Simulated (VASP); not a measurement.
## Gap, carriers and strain in CdTe (F-43m)

The runs below take CdTe at its given cell and follow the band edges through several levels. The start is a cell from a database of measured crystal structures.

Method: PBEsol; plane waves and PAW (Cd, Te), in the first sound run; inputs show where later runs differ, in VASP 6.6.1.

This is a report of a sequence of runs, with most program output left out.

The database entry behind the starting cell differs from later determinations by our own check (an axis about 1.1 % short against later determinations), so it need not match the best structure at ambient conditions.

## (1) The starting structure

The structure is cubic, space group F-43m (No. 216). The conventional cell has a = 6.410 Å, b = 6.410 Å, c = 6.410 Å, α = 90.00°, β = 90.00°, γ = 90.00°. Nearest to Cd lie 4 Te at 2.78 Å. Nearest to Te lie 4 Cd at 2.78 Å. Farther neighbours and most contacts between anions are not listed.

## (2) Relaxation of the atoms

The cell is kept as given; the atoms are relaxed first, so that no residual force shifts the band edges.

Contents of INCAR:

```
SYSTEM = CdTe
PREC = Accurate
ENCUT = 400
EDIFF = 1E-06
NELM = 100
ISMEAR = 0
SIGMA = 0.02
LREAL = .FALSE.
ALGO = Normal
GGA = PS
NBANDS = 15
LORBIT = 11
LWAVE = .FALSE.
LCHARG = .FALSE.
KPAR = 4
IBRION = 2
NSW = 40
ISIF = 2
EDIFFG = -0.005
```

Contents of POSCAR:

```
CdTe
1.0
    0.0000000000      3.2050000000      3.2050000000
    3.2050000000      0.0000000000      3.2050000000
    3.2050000000      3.2050000000      0.0000000000
Cd Te
1 1
Direct
    0.0000000000      0.0000000000      0.0000000000
    0.7500000000      0.7500000000      0.7500000000
```

Contents of KPOINTS:

```
Automatic mesh
0
Gamma
8 8 8
0 0 0
```

PAW data sets: Cd and Te (PBE family, release 64).

Launch:

```bash
> mpirun -np 4 vasp_std
```

The job ended after 5.2 s (4 MPI ranks of Intel Xeon Platinum 8488C (Sapphire Rapids), shared host; peak memory 0.66 GiB; 19 s of CPU time).

The gap is read on the k-mesh alone, so it is an upper bound where the band edges lie off the mesh. The PAW data sets were made with PBE, which is usual practice but a small mismatch for other functionals. The run keeps the 24 symmetry operations of its start, so it cannot find a distortion of lower symmetry.

The forces vanish from the start, and no atom moves.

Numbers from this step:

| Quantity | Value |
| --- | --- |
| SCF cycles | 13 |
| electrons | 18 |
| bands | 15 |
| irreducible k-points | 29 |
| symmetry operations | 24 |
| free energy (TOTEN) | -5.473 eV |
| Fermi energy | 2.603 eV |
| pressure | 1.551 GPa |
| metallic | no |
| valence top at k | 0, 0, 0 |
| conduction bottom at k | 0, 0, 0 |
| least direct gap at k | 0, 0, 0 |
| gap on the k-mesh | 0.7593 eV |
| least direct gap on the k-mesh | 0.7593 eV |

## (3) Bands on a dense mesh

A dense even mesh and a path are solved together, since either alone can miss a band edge.

Changes to INCAR since step 2:

```diff
@@ -10,3 +10,3 @@
 GGA = PS
-NBANDS = 15
+NBANDS = 21
 LORBIT = 11
@@ -15,5 +15,2 @@
 KPAR = 4
-IBRION = 2
-NSW = 40
 ISIF = 2
-EDIFFG = -0.005
```

POSCAR is that of step 2.

Contents of KPOINTS:

```
Automatic mesh
0
Gamma
10 10 10
0 0 0
```

Contents of KPOINTS_OPT:

```
Line mode
24
Line-mode
Reciprocal
  0.00000000   0.00000000   0.00000000 GAMMA
  0.50000000   0.00000000   0.50000000 X

  0.50000000   0.00000000   0.50000000 X
  0.50000000   0.25000000   0.75000000 W

  0.50000000   0.25000000   0.75000000 W
  0.37500000   0.37500000   0.75000000 K

  0.37500000   0.37500000   0.75000000 K
  0.00000000   0.00000000   0.00000000 GAMMA

  0.00000000   0.00000000   0.00000000 GAMMA
  0.50000000   0.50000000   0.50000000 L

  0.50000000   0.50000000   0.50000000 L
  0.62500000   0.25000000   0.62500000 U

  0.62500000   0.25000000   0.62500000 U
  0.50000000   0.25000000   0.75000000 W

  0.50000000   0.25000000   0.75000000 W
  0.50000000   0.50000000   0.50000000 L

  0.50000000   0.50000000   0.50000000 L
  0.37500000   0.37500000   0.75000000 K

  0.62500000   0.25000000   0.62500000 U
  0.50000000   0.00000000   0.50000000 X
```

Launch:

```bash
> mpirun -np 4 vasp_std
```

Elapsed: 29 s, on 4 MPI ranks; peak memory 0.86 GiB; 1.9 min of CPU time.

Numbers from this step:

- bands: 21
- irreducible k-points: 47
- free energy (TOTEN): -5.474 eV
- Fermi energy: 2.635 eV
- pressure: 1.545 GPa
- least gap on mesh and path: 0.7594 eV
- least direct gap on mesh and path: 0.7594 eV

The electronic bands at the labelled points (eV, zero at the valence-band top; v1 is the highest filled band, c1 the lowest empty one):

```
          point     v4     v3     v2     v1    c1    c2    c3    c4
              Γ  -8.09   0.00   0.00   0.00  0.76  4.52  4.52  4.52
0.48 of the way  -8.07  -2.65  -1.11  -1.11  2.93  3.24  6.35  6.35
              X  -7.56  -4.51  -2.00  -2.00  2.41  2.58  8.91  9.24
0.48 of the way  -7.52  -4.46  -2.24  -2.19  3.09  3.22  7.58  7.63
              W  -7.47  -4.39  -2.49  -2.38  4.33  4.58  5.52  6.17
0.48 of the way  -7.49  -4.40  -2.66  -2.00  3.46  4.52  6.28  6.73
              K  -7.51  -4.41  -2.75  -1.66  2.78  4.50  7.31  7.49
0.52 of the way  -8.05  -3.03  -1.52  -0.44  2.79  4.74  5.20  5.39
              Γ  -8.09   0.00   0.00   0.00  0.76  4.52  4.52  4.52
0.48 of the way  -8.09  -2.73  -0.44  -0.44  1.96  5.07  5.07  5.23
              L  -7.71  -4.67  -0.83  -0.83  1.76  5.11  5.11  6.94
0.52 of the way  -7.63  -4.49  -2.11  -1.20  2.89  4.70  6.02  6.85
              U  -7.51  -4.41  -2.75  -1.66  2.78  4.50  7.31  7.49
0.52 of the way  -7.49  -4.40  -2.66  -2.00  3.46  4.52  6.28  6.73
              W  -7.47  -4.39  -2.49  -2.38  4.33  4.58  5.52  6.17
0.48 of the way  -7.60  -4.45  -2.27  -1.41  3.31  4.46  5.97  7.25
              L  -7.71  -4.67  -0.83  -0.83  1.76  5.11  5.11  6.94
0.48 of the way  -7.64  -4.51  -1.98  -1.15  2.83  4.67  5.89  6.94
              K  -7.51  -4.41  -2.75  -1.66  2.78  4.50  7.31  7.49
      jump to U  -7.51  -4.41  -2.75  -1.66  2.78  4.50  7.31  7.49
0.48 of the way  -7.54  -4.48  -2.34  -1.91  2.57  3.20  8.08  8.49
              X  -7.56  -4.51  -2.00  -2.00  2.41  2.58  8.91  9.24
```

Of the projections kept (Cd, Te), the largest for each band there; the rest of the weight can lie on other orbitals:

```csv
point,v4,v3,v2,v1,c1,c2,c3,c4
Γ,Cd 1.00,Te 0.81,Te 0.81,Te 0.82,Cd 0.55,Cd 0.70,Cd 0.70,Cd 0.70
X,Cd 0.88,Cd 0.56,Te 0.78,Te 0.78,Cd 0.60,Cd 0.62,Te 0.81,Te 0.53
W,Cd 0.88,Cd 0.55,Te 0.74,Te 0.77,Te 0.56,Te 0.73,Cd 0.62,Cd 0.52
K,Cd 0.88,Cd 0.54,Te 0.75,Te 0.78,Cd 0.61,Te 0.60,Te 0.60,Te 0.57
Γ,Cd 1.00,Te 0.82,Te 0.82,Te 0.82,Cd 0.55,Cd 0.70,Cd 0.70,Cd 0.70
L,Cd 0.92,Te 0.55,Te 0.79,Te 0.79,Cd 0.62,Cd 0.59,Cd 0.59,Te 0.70
```

At this level the gap is 0.76 eV. At 1.5 GPa the cell is away from the equilibrium volume of this level: left free, it would expand.

## (4) Effective masses

Masses follow from the curvature at each edge; two step lengths test the parabola and the numerical noise.

Contents of INCAR:

```
SYSTEM = CdTe
PREC = Accurate
ENCUT = 400
EDIFF = 1E-08
NELM = 100
ISMEAR = 0
SIGMA = 0.02
LREAL = .FALSE.
ALGO = Normal
GGA = PS
NBANDS = 15
LORBIT = 11
LWAVE = .FALSE.
LCHARG = .FALSE.
KPAR = 4
```

POSCAR is that of step 3.

Contents of KPOINTS:

```
Automatic mesh
0
Gamma
8 8 8
0 0 0
```

Contents of KPOINTS_OPT:

```
points round the band edges
26
Reciprocal
  0.0000000000   0.0000000000   0.0000000000 1
  0.0000000000   0.0000000000   0.0000000000 1
  0.0000000000  -0.0040807327  -0.0040807327 1
 -0.0000000000   0.0040807327   0.0040807327 1
 -0.0040807327   0.0000000000  -0.0040807327 1
  0.0040807327   0.0000000000   0.0040807327 1
 -0.0040807327  -0.0040807327   0.0000000000 1
  0.0040807327   0.0040807327   0.0000000000 1
  0.0000000000  -0.0153027478  -0.0153027478 1
 -0.0000000000   0.0153027478   0.0153027478 1
 -0.0153027478   0.0000000000  -0.0153027478 1
  0.0153027478   0.0000000000   0.0153027478 1
 -0.0153027478  -0.0153027478   0.0000000000 1
  0.0153027478   0.0153027478   0.0000000000 1
  0.0000000000  -0.0040807327  -0.0040807327 1
 -0.0000000000   0.0040807327   0.0040807327 1
 -0.0040807327   0.0000000000  -0.0040807327 1
  0.0040807327   0.0000000000   0.0040807327 1
 -0.0040807327  -0.0040807327   0.0000000000 1
  0.0040807327   0.0040807327   0.0000000000 1
  0.0000000000  -0.0153027478  -0.0153027478 1
 -0.0000000000   0.0153027478   0.0153027478 1
 -0.0153027478   0.0000000000  -0.0153027478 1
  0.0153027478   0.0000000000   0.0153027478 1
 -0.0153027478  -0.0153027478   0.0000000000 1
  0.0153027478   0.0153027478   0.0000000000 1
```

Launch:

```bash
> mpirun -np 4 vasp_std
```

The job ended after 8.4 s (4 MPI ranks; peak memory 0.71 GiB).

Numbers from this step:

| Property | Result |
| --- | --- |
| SCF cycles | 18 |
| bands | 15 |
| irreducible k-points | 29 |
| free energy (TOTEN) | -5.473 eV |
| Fermi energy | 2.603 eV |
| pressure | 1.550 GPa |

Central differences; holes have negative curvature. Effective masses along the Cartesian axes:

```
edge  band from the gap  direction  step (Å⁻¹)  mass (electron masses)
 VBM                 -1          x       0.008                 -0.4773
 VBM                 -2          x       0.008                 -0.4773
 VBM                 -3          x       0.008                -0.06179
 VBM                 -1          y       0.008                 -0.4773
 VBM                 -2          y       0.008                 -0.4773
 VBM                 -3          y       0.008                -0.06179
 VBM                 -1          z       0.008                 -0.4773
 VBM                 -2          z       0.008                 -0.4773
 VBM                 -3          z       0.008                -0.06179
 VBM                 -1          x        0.03                 -0.4786
 VBM                 -2          x        0.03                 -0.4786
 VBM                 -3          x        0.03                -0.06579
 VBM                 -1          y        0.03                 -0.4786
 VBM                 -2          y        0.03                 -0.4786
 VBM                 -3          y        0.03                -0.06579
 VBM                 -1          z        0.03                 -0.4786
 VBM                 -2          z        0.03                 -0.4786
 VBM                 -3          z        0.03                -0.06579
 CBM                  1          x       0.008                  0.0608
 CBM                  1          y       0.008                  0.0608
 CBM                  1          z       0.008                  0.0608
 CBM                  1          x        0.03                 0.06468
 CBM                  1          y        0.03                 0.06468
 CBM                  1          z        0.03                 0.06468
```

The run ends at a pressure of 1.55 GPa.

## (5) Bands with spin-orbit coupling

This step: PBEsol, spin-orbit coupling; plane waves and PAW (Cd, Te) (VASP 6.6.1).

Spin-orbit coupling can split and shift the band edges, more so for heavy elements, so the bands are solved again with spinors.

Contents of INCAR:

```
SYSTEM = CdTe
PREC = Accurate
ENCUT = 400
EDIFF = 1E-06
NELM = 100
ISMEAR = 0
SIGMA = 0.02
LREAL = .FALSE.
ALGO = Normal
GGA = PS
LNONCOLLINEAR = .TRUE.
MAGMOM = 0 0 0 0 0 0
NBANDS = 30
GGA_COMPAT = .FALSE.
LASPH = .TRUE.
LSORBIT = .TRUE.
LORBIT = 11
LWAVE = .FALSE.
LCHARG = .FALSE.
KPAR = 4
ISIF = 2
```

POSCAR is that of step 4.

KPOINTS is that of step 4.

Contents of KPOINTS_OPT:

```
Line mode
16
Line-mode
Reciprocal
  0.00000000   0.00000000   0.00000000 GAMMA
  0.50000000   0.00000000   0.50000000 X

  0.50000000   0.00000000   0.50000000 X
  0.50000000   0.25000000   0.75000000 W

  0.50000000   0.25000000   0.75000000 W
  0.37500000   0.37500000   0.75000000 K

  0.37500000   0.37500000   0.75000000 K
  0.00000000   0.00000000   0.00000000 GAMMA

  0.00000000   0.00000000   0.00000000 GAMMA
  0.50000000   0.50000000   0.50000000 L

  0.50000000   0.50000000   0.50000000 L
  0.62500000   0.25000000   0.62500000 U

  0.62500000   0.25000000   0.62500000 U
  0.50000000   0.25000000   0.75000000 W

  0.50000000   0.25000000   0.75000000 W
  0.50000000   0.50000000   0.50000000 L

  0.50000000   0.50000000   0.50000000 L
  0.37500000   0.37500000   0.75000000 K

  0.62500000   0.25000000   0.62500000 U
  0.50000000   0.00000000   0.50000000 X
```

Launch:

```bash
> mpirun -np 4 vasp_ncl
```

It took 78 s on 4 MPI ranks; peak memory 1.4 GiB; 5.1 min of CPU time.

LASPH is on here and off in the session's scalar semilocal runs, so a comparison with those holds both changes.

Numbers from this step:

| Item | Value |
| --- | --- |
| SCF cycles | 13 |
| bands | 30 |
| irreducible k-points | 43 |
| free energy (TOTEN) | -5.600 eV |
| Fermi energy | 2.918 eV |
| pressure | 1.578 GPa |
| least gap on mesh and path | 0.4875 eV |
| least direct gap on mesh and path | 0.4875 eV |

The spin moment in the PAW sphere vanishes on all atoms.

On-site spin-orbit energy by atom:

```
atom  on-site spin-orbit energy (eV)
 Cd1                          -0.062
 Te2                          -0.194
```

The electronic bands at the labelled points (eV, zero at the valence-band top; v1 is the highest filled band, c1 the lowest empty one):

| point | v4 | v3 | v2 | v1 | c1 | c2 | c3 | c4 |
| --- | --- | --- | --- | --- | --- | --- | --- | --- |
| Γ | 0.00 | 0.00 | 0.00 | 0.00 | 0.49 | 0.49 | 4.01 | 4.01 |
| 0.47 of the way | -1.53 | -1.53 | -1.16 | -1.16 | 2.66 | 2.66 | 2.97 | 2.97 |
| X | -2.45 | -2.45 | -2.12 | -2.12 | 2.14 | 2.14 | 2.31 | 2.31 |
| 0.47 of the way | -2.76 | -2.52 | -2.36 | -2.32 | 2.74 | 2.81 | 2.86 | 3.00 |
| W | -3.05 | -2.62 | -2.61 | -2.59 | 3.83 | 4.23 | 4.29 | 4.36 |
| 0.47 of the way | -3.12 | -2.83 | -2.31 | -2.22 | 3.15 | 3.26 | 4.16 | 4.34 |
| K | -3.19 | -2.92 | -1.94 | -1.91 | 2.49 | 2.51 | 4.12 | 4.31 |
| 0.47 of the way | -2.19 | -1.97 | -0.81 | -0.80 | 2.58 | 2.74 | 4.59 | 4.71 |
| Γ | 0.00 | 0.00 | 0.00 | 0.00 | 0.49 | 0.49 | 4.01 | 4.01 |
| 0.47 of the way | -0.96 | -0.96 | -0.45 | -0.43 | 1.69 | 1.69 | 4.67 | 4.67 |
| L | -1.37 | -1.37 | -0.86 | -0.86 | 1.49 | 1.49 | 4.77 | 4.77 |
| 0.47 of the way | -2.36 | -2.19 | -1.39 | -1.37 | 2.48 | 2.57 | 4.36 | 4.42 |
| U | -3.19 | -2.92 | -1.94 | -1.91 | 2.49 | 2.51 | 4.12 | 4.31 |
| 0.47 of the way | -3.14 | -2.85 | -2.24 | -2.16 | 3.01 | 3.10 | 4.15 | 4.34 |
| W | -3.05 | -2.62 | -2.61 | -2.59 | 3.83 | 4.23 | 4.29 | 4.36 |
| 0.47 of the way | -2.73 | -2.50 | -1.74 | -1.64 | 2.99 | 3.15 | 4.17 | 4.20 |
| L | -1.37 | -1.37 | -0.86 | -0.86 | 1.49 | 1.49 | 4.77 | 4.77 |
| 0.47 of the way | -2.36 | -2.19 | -1.39 | -1.37 | 2.48 | 2.57 | 4.36 | 4.42 |
| K | -3.19 | -2.92 | -1.94 | -1.91 | 2.49 | 2.51 | 4.12 | 4.31 |
| jump to U | -3.19 | -2.92 | -1.94 | -1.91 | 2.49 | 2.51 | 4.12 | 4.31 |
| 0.47 of the way | -2.77 | -2.59 | -2.16 | -2.11 | 2.29 | 2.30 | 2.91 | 3.00 |
| X | -2.45 | -2.45 | -2.12 | -2.12 | 2.14 | 2.14 | 2.31 | 2.31 |

Of the projections kept (Cd, Te), the largest for each band there; the rest of the weight can lie on other orbitals:

```csv
point,v4,v3,v2,v1,c1,c2,c3,c4
Γ,Te 0.82,Te 0.82,Te 0.82,Te 0.82,Cd 0.55,Cd 0.55,Cd 0.73,Cd 0.73
X,Te 0.79,Te 0.79,Te 0.77,Te 0.77,Cd 0.60,Cd 0.60,Cd 0.62,Cd 0.62
W,Te 0.75,Te 0.74,Te 0.77,Te 0.74,Te 0.55,Te 0.56,Te 0.73,Te 0.71
K,Te 0.76,Te 0.74,Te 0.77,Te 0.78,Cd 0.60,Cd 0.61,Te 0.60,Te 0.60
Γ,Te 0.82,Te 0.82,Te 0.82,Te 0.82,Cd 0.55,Cd 0.55,Cd 0.73,Cd 0.73
L,Te 0.78,Te 0.78,Te 0.79,Te 0.79,Cd 0.62,Cd 0.62,Cd 0.61,Cd 0.61
```

## (6) Effective masses with spin-orbit coupling

The masses are taken again with the coupling, at the edges of the step before.

Changes to INCAR since step 5:

```diff
@@ -3,3 +3,3 @@
 ENCUT = 400
-EDIFF = 1E-06
+EDIFF = 1E-08
 NELM = 100
@@ -20,2 +20 @@
 KPAR = 4
-ISIF = 2
```

POSCAR is that of step 5.

KPOINTS is that of step 5.

Contents of KPOINTS_OPT:

```
points round the band edges
26
Reciprocal
  0.0000000000   0.0000000000   0.0000000000 1
  0.0000000000   0.0000000000   0.0000000000 1
  0.0000000000  -0.0040807327  -0.0040807327 1
 -0.0000000000   0.0040807327   0.0040807327 1
 -0.0040807327   0.0000000000  -0.0040807327 1
  0.0040807327   0.0000000000   0.0040807327 1
 -0.0040807327  -0.0040807327   0.0000000000 1
  0.0040807327   0.0040807327   0.0000000000 1
  0.0000000000  -0.0153027478  -0.0153027478 1
 -0.0000000000   0.0153027478   0.0153027478 1
 -0.0153027478   0.0000000000  -0.0153027478 1
  0.0153027478   0.0000000000   0.0153027478 1
 -0.0153027478  -0.0153027478   0.0000000000 1
  0.0153027478   0.0153027478   0.0000000000 1
  0.0000000000  -0.0040807327  -0.0040807327 1
 -0.0000000000   0.0040807327   0.0040807327 1
 -0.0040807327   0.0000000000  -0.0040807327 1
  0.0040807327   0.0000000000   0.0040807327 1
 -0.0040807327  -0.0040807327   0.0000000000 1
  0.0040807327   0.0040807327   0.0000000000 1
  0.0000000000  -0.0153027478  -0.0153027478 1
 -0.0000000000   0.0153027478   0.0153027478 1
 -0.0153027478   0.0000000000  -0.0153027478 1
  0.0153027478   0.0000000000   0.0153027478 1
 -0.0153027478  -0.0153027478   0.0000000000 1
  0.0153027478   0.0153027478   0.0000000000 1
```

Launch:

```bash
> mpirun -np 4 vasp_ncl
```

It took 52 s on 4 MPI ranks; peak memory 1.4 GiB; 3.4 min of CPU time.

Numbers from this step:

- SCF cycles: 19
- pressure: 1.582 GPa

The spin moment in the PAW sphere vanishes on all atoms.

On-site spin-orbit energy by atom:

| atom | on-site spin-orbit energy (eV) |
| --- | --- |
| Cd1 | -0.062 |
| Te2 | -0.194 |

Central differences; holes have negative curvature. Effective masses along the Cartesian axes:

```csv
edge,band from the gap,direction,step (Å⁻¹),mass (electron masses)
VBM,-1,x,0.008,-0.4326
VBM,-2,x,0.008,-0.4326
VBM,-3,x,0.008,-0.05529
VBM,-4,x,0.008,-0.05529
VBM,-1,y,0.008,-0.4326
VBM,-2,y,0.008,-0.4326
VBM,-3,y,0.008,-0.05529
VBM,-4,y,0.008,-0.05529
VBM,-1,z,0.008,-0.4326
VBM,-2,z,0.008,-0.4326
VBM,-3,z,0.008,-0.05529
VBM,-4,z,0.008,-0.05529
VBM,-1,x,0.03,-0.423
VBM,-2,x,0.03,-0.423
VBM,-3,x,0.03,-0.0624
VBM,-4,x,0.03,-0.0624
VBM,-1,y,0.03,-0.423
VBM,-2,y,0.03,-0.423
VBM,-3,y,0.03,-0.0624
VBM,-4,y,0.03,-0.0624
VBM,-1,z,0.03,-0.423
VBM,-2,z,0.03,-0.423
VBM,-3,z,0.03,-0.0624
VBM,-4,z,0.03,-0.0624
CBM,1,x,0.008,0.04896
CBM,2,x,0.008,0.04896
CBM,1,y,0.008,0.04896
CBM,2,y,0.008,0.04896
CBM,1,z,0.008,0.04896
CBM,2,z,0.008,0.04896
CBM,1,x,0.03,0.05425
CBM,2,x,0.03,0.05425
CBM,1,y,0.03,0.05425
CBM,2,y,0.03,0.05425
CBM,1,z,0.03,0.05425
CBM,2,z,0.03,0.05425
```

## (7) Dielectric tensor, Born charges and zone-centre modes

This step: PBEsol; plane waves and PAW (Cd, Te) (VASP 6.6.1).

Perturbation theory gives the screening, the Born charges and the zone-centre modes; it wants a tight threshold.

Contents of INCAR:

```
SYSTEM = CdTe
PREC = Accurate
ENCUT = 400
EDIFF = 1E-08
NELM = 100
ISMEAR = 0
SIGMA = 0.02
LREAL = .FALSE.
ALGO = Normal
GGA = PS
NBANDS = 15
LORBIT = 11
LWAVE = .FALSE.
LCHARG = .FALSE.
KPAR = 4
IBRION = 8
LEPSILON = .TRUE.
```

POSCAR is that of step 6.

Contents of KPOINTS:

```
Automatic mesh
0
Gamma
10 10 10
0 0 0
```

Launch:

```bash
> mpirun -np 4 vasp_std
```

Wall time 2.6 min (4 MPI ranks); peak memory 1.7 GiB; 10 min of CPU time.

Energies printed during the response cycles are not total energies of the cell. With a direct gap this small, the dielectric response converges slowly with the mesh, so tensor and charges are uncertain; a mesh that holds the point of the least gap tends to give too large a tensor.

This step gave:

| Quantity | Value |
| --- | --- |
| bands | 15 |
| irreducible k-points | 47 |
| pressure of the cell | 1.546 GPa |
| largest force of the cell | 0 eV/Å |
| Fermi energy | 2.672 eV |
| gap on the k-mesh | 0.7595 eV |
| least direct gap on the k-mesh | 0.7595 eV |

Electronic dielectric tensor with local fields:

```
9.70 0.00 0.00
0.00 9.70 0.00
0.00 0.00 9.70
```

Ionic part of the static dielectric tensor:

```
2.47 0.00 0.00
0.00 2.47 0.00
0.00 0.00 2.47
```

Born effective charge (e), principal values of the symmetric part by kind of site:

```csv
atom,atoms with these values,low,middle,high,mean
Cd1,1,2.14,2.14,2.14,2.14
Te2,1,-2.14,-2.14,-2.14,-2.14
```

In full for Cd1:

```
2.14 0.00 0.00
0.00 2.14 0.00
0.00 0.00 2.14
```

Lines of the infrared spectrum (strongest = 100):

```
position (cm⁻¹)  lines merged  squared mode dipole, relative
            153             3                            100
```

Transverse limit, no LO-TO splitting. The modes at Γ (shares of kinetic energy by element, %):

```csv
mode,frequency (cm⁻¹),symmetry,IR,Cd %,Te %
1,-0.3,acoustic,2.7e-7,47,53
2,-0.3,acoustic,2.7e-7,47,53
3,-0.3,acoustic,2.7e-7,47,53
4,152.5,T2,0.077,53,47
5,152.5,T2,0.077,53,47
6,152.5,T2,0.077,53,47
```

Displacements in mode 5 (152.5 cm⁻¹), the largest set to 1:
```
Cd1  0.00  1.00  0.04
Te2  0.00 -0.88 -0.03
```

Piezoelectric tensor, ionic part (C/m²), by row:

```
field  xx  yy  zz       xy       yz       zx
    x   0   0   0        0  -0.7204        0
    y   0   0   0        0        0  -0.7204
    z   0   0   0  -0.7204        0        0
```

Piezoelectric tensor with clamped ions (C/m²), by row:

```csv
field,xx,yy,zz,xy,yz,zx
x,0,0,0,0,0.6022,0
y,0,0,0,0,0,0.6022
z,0,0,0,0.6022,0,0
```

(Part 1 of 3 ends here.)

[Lines on the potential files, build, host, timing and source positions are cut from VASP's logs without a mark.]

[Logs are printed without paths, hosts, clocks, repeated set-up lines and the standing remarks that a program may print on its own settings, such as how far it seeks lower states.]

[Hosts, paths, dates, database ids (printed as entryN), source tags and the programs' standing remarks are cut or masked in the printed files.]

[In band tables of VASP the shares of atoms and orbitals are scaled to a sum of 1 inside the atoms' spheres.]

[Gaps and slopes under strain along one axis are those of the sampled path and mesh points; where strain splits equal valleys, another of them can be the edge.]
